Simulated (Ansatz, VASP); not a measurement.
# MnO in VASP and in Ansatz

```xyz
2
Lattice="0.0000 2.1785 2.1785 2.1785 0.0000 2.1785 2.1785 2.1785 0.0000" Properties=species:S:1:pos:R:3 pbc="T T T"
Mn    0.0000    0.0000    0.0000
O     2.1785    2.1785    2.1785
```

Change from the starting cell: volume scaled by 0.94.

Alike in both runs: task single point; functional PBEsol; k mesh 10 × 10 × 10; occupations fermi-dirac, width 0.05 eV; collinear spin.

|  | VASP | Ansatz |
| --- | --- | --- |
| version | VASP 6.6.1 | Ansatz 0.2.0 |
| potentials or method | VASP PAW PBE potentials, release 64 (Mn_pv, O), cutoff 520 eV | all-electron LAPW, scalar-relativistic |

VASP gave:

- gap on the k mesh at the Fermi level (eV): none
- pressure (GPa): -1.7
- net moment per atom (μB): 2.27
- size of the moment on the site where the two differ most (μB): 4.14

**Question.** Estimate Ansatz's values.

**Answer.** gap on the k mesh at the Fermi level (eV): none; pressure (GPa): -2.1; net moment per atom (μB): 2.26; size of the moment on the site where the two differ most (μB): 4.11.

Site moments also hang on the region over which each program counts them. A gap of «none» marks a metal or a gap that the smearing closes. Ansatz ran all-electron here, so the differences hold the error of VASP's frozen core and of both bases.

Caveats: a cell with one magnetic atom can't hold antiferromagnetic order, which such compounds often take; semilocal functionals often make such compounds metallic where correlation or magnetic order opens a gap, which also shifts bond lengths; the PAW data sets were made with another functional, which shifts forces and pressure a little (VASP).
